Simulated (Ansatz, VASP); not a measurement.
One calculation of Si, two programs

The input INCAR:

```
ALGO = Normal
EDIFF = 1E-7
ENCUT = 520
GGA = PE
ISIF = 2
ISMEAR = 0
LASPH = True
LCHARG = False
LREAL = False
LWAVE = False
NBANDS = 11
NELM = 80
PREC = Accurate
SIGMA = 0.01
```

KPOINTS

```
k-points
0
Gamma
  6 6 6
```

POSCAR

```
Si
1.0
    0.0000000000      2.7075170131      2.7075170131
    2.7075170131      0.0000000000      2.7075170131
    2.7075170131      2.7075170131      0.0000000000
Si
2
Direct
    0.0000000000      0.0000000000      0.0000000000
    0.2500000000      0.2500000000      0.2500000000
```

Input for Ansatz:

```yaml
crystal:
  lattice:
    - [0.0, 2.7075170131, 2.7075170131]
    - [2.7075170131, 0.0, 2.7075170131]
    - [2.7075170131, 2.7075170131, 0.0]
  atoms:
    - { symbol: Si, position: [0.0, 0.0, 0.0] }
    - { symbol: Si, position: [0.25, 0.25, 0.25] }
kpoints:
  mp_grid: { grid: [6, 6, 6] }
hamiltonian:
  xc: pbe
scf:
  occupations: { method: fixed }
  n_extra_bands: 4
output:
  forces: true
  stress: true
  eigenvalues: true
```

Alike in both runs: task single point; functional PBE; k mesh 6 × 6 × 6; no spin polarisation.

```csv
,VASP,Ansatz
version,VASP 6.6.1,Ansatz 0.2.0
potentials or method,"VASP PAW PBE potentials, release 64 (Si)","plane waves, PAW"
plane-wave cutoff (eV),520,420
occupations,"gaussian, width 0.01 eV",fixed
valence electrons in the cell,8,8
```

|  | VASP | Ansatz | Ansatz less VASP |
| --- | --- | --- | --- |
| gap on the k mesh at the Fermi level (eV) | 0.69 | 0.69 | -0.002 |
| pressure (GPa) | 2.9 | 3.0 | +0.08 |

A k mesh can miss the band edges. Expect the measured gap to be larger: semilocal functionals such as PBE lack the derivative discontinuity.
